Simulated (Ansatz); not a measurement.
# TaN: response to strain

TaN is deformed so: equal xx and yy strain of -1 %. What stress and forces result, by LAPW, PAW and all-electron datasets made for the crystal?

Computed with Ansatz 0.2.0 (DFT PBE, scalar-relativistic, unless a step's input says otherwise).

### 1 Starting point

It takes space group P-6m2 (No. 187, hexagonal). Conventional cell: a = 2.938 Å, b = 2.938 Å, c = 2.883 Å, α = 90.00°, β = 90.00°, γ = 120.00°. Around Ta (site symmetry -6m2) lie 6 N at 2.23 Å. N (site symmetry -6m2) is surrounded by 6 Ta at 2.23 Å.

Coordinates:

```cif
data_structure
_symmetry_space_group_name_H-M 'P 1'
_symmetry_Int_Tables_number 1
_cell_length_a 2.9380
_cell_length_b 2.9380
_cell_length_c 2.8830
_cell_angle_alpha 90.000
_cell_angle_beta 90.000
_cell_angle_gamma 120.000
_cell_volume 21.55
loop_
_atom_site_label
_atom_site_type_symbol
_atom_site_fract_x
_atom_site_fract_y
_atom_site_fract_z
_atom_site_occupancy
Ta1 Ta 0.33333 0.66667 0.50000 1
N1 N 0.00000 0.00000 0.00000 1
```

Atoms are numbered in the order of the input: Ta1, N2.

### 2 After the deformation

Space group P-6m2 before, P-6m2 after.

### 3 All-electron LAPW

Input file input.yaml:

```yaml
crystal:
  lattice:
    - [2.9086188698, 0.0, 0.0]
    - [-1.4543094349, 2.5189378312, 0.0]
    - [0.0, 0.0, 2.883]
  atoms:
    - { symbol: Ta, position: [0.3333333333, 0.6666666667, 0.5] }
    - { symbol: "N", position: [0.0, 0.0, 0.0] }
kpoints:
  mp_grid: { grid: [12, 12, 10] }
  band_path:
    path:
      - [0.0, 0.0, 0.0]
      - [0.5, 0.0, 0.0]
      - [0.3333333333, 0.3333333333, 0.0]
      - [0.0, 0.0, 0.0]
      - [0.0, 0.0, 0.5]
      - [0.5, 0.0, 0.5]
      - [0.3333333333, 0.3333333333, 0.5]
      - [0.0, 0.0, 0.5]
      - [0.5, 0.0, 0.5]
    npoints: 5
scf:
  occupations: { method: fermi_dirac, width: 0.02 }
hamiltonian:
  xc: pbe
  pseudopotentials: { kind: all_electron, lapw: { basis_error: 0.0005 } }
output:
  forces: true
  stress: true
  eigenvalues: true
```

Command:

```console
$ ansatz run input.yaml --threads 1 --pin off --max-ram 3072MiB --backend cpu --events-out ev --progress --plain --runs-dir out
```

### 4 PAW on the default files

Input file input.yaml:

```yaml
crystal:
  lattice:
    - [2.9086188698, 0.0, 0.0]
    - [-1.4543094349, 2.5189378312, 0.0]
    - [0.0, 0.0, 2.883]
  atoms:
    - { symbol: Ta, position: [0.3333333333, 0.6666666667, 0.5] }
    - { symbol: "N", position: [0.0, 0.0, 0.0] }
kpoints:
  mp_grid: { grid: [12, 12, 10] }
scf:
  occupations: { method: fermi_dirac, width: 0.02 }
hamiltonian:
  xc: pbe
  pseudopotentials: { kind: paw }
output:
  forces: true
  stress: true
  eigenvalues: true
  efg: { contact_densities: true }
```

### 5 All-electron PAW on datasets made for the crystal

Edit input.yaml of step 4 so:

```diff
@@ -14,3 +14,3 @@
   xc: pbe
-  pseudopotentials: { kind: paw }
+  pseudopotentials: { kind: all_electron, datasets: crystal }
 output:
```

(Steps that only read results are left out.)

**Question.** What will these runs give? Wanted: pressure; largest shear or deviatoric stress.

The runs gave:

```
                                 quantity                                              value
                                 pressure  LAPW 12.04, PAW 11.93, crystal datasets 12.04 GPa
largest shear or deviatoric stress (LAPW)                                           3.17 GPa
```

**Reading.** The largest part of the stress beyond the pressure is 3.17 GPa in size, in the zz component; the atoms are carried along and not relaxed. No run of the undeformed cell stands beside it, so the pressure holds what the given cell had before the change. PAW: stress within 0.12 GPa of LAPW. Crystal datasets: stress within 0.01 GPa of LAPW. Spin-orbit coupling is left out, though the cell holds Ta; in elements this heavy it can shift bands and gaps by tenths of an eV.
